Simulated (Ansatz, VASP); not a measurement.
AlN: VASP beside Ansatz

```xyz
4
Lattice="0.0000 -2.0055 -2.0055 0.0000 2.0055 -2.0055 4.0110 0.0000 0.0000" Properties=species:S:1:pos:R:3 pbc="T T T"
Al    0.0000   -0.1120   -2.0055
Al    2.0055    0.1120    0.0000
N     2.0055    0.0459   -2.0055
N     0.0000    1.9596   -2.0055
```

Change from the starting cell: mode 4 frozen in at -0.112 Å, equal normal strain along x, y and z +0.0000.

Alike in both runs: task single point; functional LDA; k mesh 8 × 8 × 6; occupations gaussian, width 0.05 eV; no spin polarisation.

```csv
,VASP,Ansatz
version,VASP 6.6.1,Ansatz 0.2.0
potentials or method,"VASP PAW LDA potentials, release 64 (Al, N)","scalar-relativistic, plane waves, PAW"
plane-wave cutoff (eV),520,520
valence electrons in the cell,16,16
```

|  | VASP | Ansatz | Ansatz less VASP |
| --- | --- | --- | --- |
| gap on the k mesh at the Fermi level (eV) | 4.61 | 4.62 | +0.013 |
| least direct gap on the mesh (eV) | 4.70 | 4.71 | +0.013 |
| pressure (GPa) | 1.8 | 1.2 | -0.63 |
| largest component of the traceless stress (GPa) | 2.02 | 2.00 | -0.021 |
| rms of the force components (eV/Å) | 0.534 | 0.529 | -0.0056 |

Atom by atom the forces differ by 0.011 eV/Å (rms over components).

Caveats: forces of over 1 eV/Å show positions far from the minimum, so gaps and moduli don't describe the material at rest. A k mesh can miss the band edges.
